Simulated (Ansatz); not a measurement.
**Sn: a tetragonal deformation path**

One table from this session's results is given with a row withheld; the runs are named, their logs left out.

Method: DFT PBEsol, scalar-relativistic, plane waves, PAW, in Ansatz 0.2.0.

## Starting point

The structure is cubic, space group Im-3m (No. 229). The conventional cell has a = 3.789 Å, b = 3.789 Å, c = 3.789 Å, α = 90.00°, β = 90.00°, γ = 90.00°. Sn (site symmetry m-3m) is surrounded by 8 Sn at 3.28 Å.

Structure file:

```
CELL_PARAMETERS angstrom
-1.89465 1.89465 1.89465
1.89465 -1.89465 1.89465
1.89465 1.89465 -1.89465
ATOMIC_POSITIONS crystal
Sn 0.00000 0.00000 0.00000
```

The structure comes from the Materials Project (structure only).

The first run:

input.yaml

```yaml
crystal:
  lattice:
    - [-1.8946518192, 1.8946518192, 1.8946518192]
    - [1.8946518192, -1.8946518192, 1.8946518192]
    - [1.8946518192, 1.8946518192, -1.8946518192]
  atoms:
    - { symbol: Sn, position: [0.0, 0.0, 0.0] }
basis:
  ecutwfc: 420
kpoints:
  mp_grid: { grid: [6, 6, 6] }
hamiltonian:
  xc: pbesol
scf:
  occupations: { method: gaussian, width: 0.1 }
output:
  forces: true
  stress: true
  eigenvalues: true
```

Among the steps run: Probe: one point at the start; The undisturbed cell; At ρ = 0.707; At ρ = 1.414; Point ρ = 0.850; Point ρ = 1.200; Point ρ = 0.780; Point ρ = 1.300; Point ρ = 0.920; Point ρ = 1.100; Point ρ = 0.650; At ρ = 1.500.

One table of the session follows, with a row left open; its other results are not shown here.

| ρ | ΔE (meV/atom) | pressure (GPa) |
| --- | --- | --- |
| 0.650 | 160.6 | 3.0 |
| 0.707 | 53.8 | 0.6 |
| 0.780 | -0.2 | -1.0 |
| 0.850 | -11.4 | -1.7 |
| 0.920 | -7.6 | -2.0 |
| 1.000 | 0.0 | -2.2 |
| 1.100 | -5.8 | -1.9 |
| 1.200 | -7.8 | -1.6 |
| 1.300 | ? | ? |
| 1.414 | -7.1 | -1.3 |
| 1.500 | -8.1 | -1.4 |

Estimate the missing values for ρ = 1.300.

Worked estimate for «ΔE (meV/atom)». A straight line through the neighbours (1.200, -7.8) and (1.414, -7.1) gives -7.8 + (-7.1 + 7.8) × (1.300 − 1.200) / (1.414 − 1.200) = -7.5; a parabola fitted to 4 rows on both sides gives -7.7.

As computed: ΔE (meV/atom): -9.4; pressure (GPa): -1.4. In «ΔE (meV/atom)» the line misses by +1.9 and the parabola by +1.7. Between these rows the values bend or scatter more than so simple an estimate can follow.
